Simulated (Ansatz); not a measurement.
# Al3GaN4: response to biaxial strain in the a-b plane

One table from this session's results is given with a row withheld; the runs are named, their logs left out.

Method: DFT r2SCAN, scalar-relativistic, plane waves, PAW, in Ansatz 0.2.0.

2 further runs of the same task are left out: 2 set aside as unsound or not needed.

## Starting point

Symmetry: P-43m, No. 215, cubic system. Conventional cell: a = 4.401 Å, b = 4.401 Å, c = 4.401 Å, α = 90.00°, β = 90.00°, γ = 90.00°. Around Al (site symmetry -42m) lie 4 N at 1.89 Å. Ga (site symmetry -43m) is surrounded by 4 N at 1.95 Å. N (site symmetry 3m) is surrounded by 3 Al at 1.89 Å and 1 Ga at 1.95 Å.

Coordinates:

```xyz
8
Lattice="4.4012 0.0000 0.0000 0.0000 4.4012 0.0000 0.0000 0.0000 4.4012" Properties=species:S:1:pos:R:3 pbc="T T T"
Al    2.2006    2.2006    0.0000
Al    2.2006    0.0000    2.2006
Al    0.0000    2.2006    2.2006
Ga    0.0000    0.0000    0.0000
N     3.2765    3.2765    1.1247
N     3.2765    1.1247    3.2765
N     1.1247    3.2765    3.2765
N     1.1247    1.1247    1.1247
```

It goes back to an entry of the Materials Project, which need not be the stable form.

This cell was relaxed beforehand with the same method: volume 10.66 Å³/atom, gap on the mesh 4.01 eV.

The unstrained cell comes from an earlier run at this level (8 atoms, E(σ→0) -6961.6845 eV, gap 4.00 eV over the zone).

Set-up of the first run:

File input.yaml:

```yaml
crystal:
  lattice:
    - [4.3352187341, 0.0, 0.0]
    - [0.0, 4.3352187341, 0.0]
    - [0.0, 0.0, 4.4408484291]
  atoms:
    - { symbol: Al, position: [0.5, 0.5, 0.0] }
    - { symbol: Al, position: [0.5, 0.0, 0.5] }
    - { symbol: Al, position: [0.0, 0.5, 0.5] }
    - { symbol: Ga, position: [0.0, 0.0, 0.0] }
    - { symbol: "N", position: [0.7444581597, 0.7444581597, 0.2555418403] }
    - { symbol: "N", position: [0.7444581597, 0.2555418403, 0.7444581597] }
    - { symbol: "N", position: [0.2555418403, 0.7444581597, 0.7444581597] }
    - { symbol: "N", position: [0.2555418403, 0.2555418403, 0.2555418403] }
basis:
  ecutwfc: 500
kpoints:
  mp_grid: { grid: [6, 6, 6] }
hamiltonian:
  xc: r2scan
scf:
  occupations: { method: gaussian, width: 0.02 }
output:
  forces: true
  stress: true
  eigenvalues: true
relax:
  adjacent_minimum: "off"
  f_tol: 0.008
  max_steps: 40
  cell: { stress_tol: 0.015, fix: [a, b, gamma] }
```

Launch:

```
$ ansatz run input.yaml --threads 2 --pin off --max-ram 5120MiB --backend cpu --events-out ev --progress --plain --runs-dir out
```

Among the steps run: At -1.5 %; The gap over the whole zone at -1.5 %; Strain +1.5 %; Seeking the band edges at +1.5 %; At -3.0 %; Band edges over the zone at -3.0 %; The cell strained by +3.0 %; The gap over the whole zone at +3.0 %.

One table of the session follows, with a row left open; its other results are not shown here.

Lengths are those of the vectors of the cell that was run; stresses in GPa:

```
strain (%)  ΔE (meV/atom)  a (Å)  b (Å)  c (Å)
      -3.0           19.1  4.269  4.269  4.532
      -1.5              ?      ?      ?      ?
      +0.0            0.0  4.401  4.401  4.401
      +1.5            4.2  4.467  4.467  4.329
      +3.0           16.1  4.533  4.533  4.252
```

Q: Estimate the row for strain (%) = -1.5 from the others.

Worked estimate for «ΔE (meV/atom)». A straight line through the neighbours (-3.0, 19.1) and (0.0, 0.0) gives 19.1 + (0.0 − 19.1) × (-1.5 + 3.0) / (0.0 + 3.0) = 9.6; a parabola fitted to 3 rows on both sides gives 5.0.

As computed: ΔE (meV/atom): 4.6; a (Å): 4.335; b (Å): 4.335; c (Å): 4.469. In «ΔE (meV/atom)» the line misses by +5.0 and the parabola by +0.4.

ΔE is over the unstrained cell. Stress in GPa, positive in compression, on the Cartesian axes of the input.
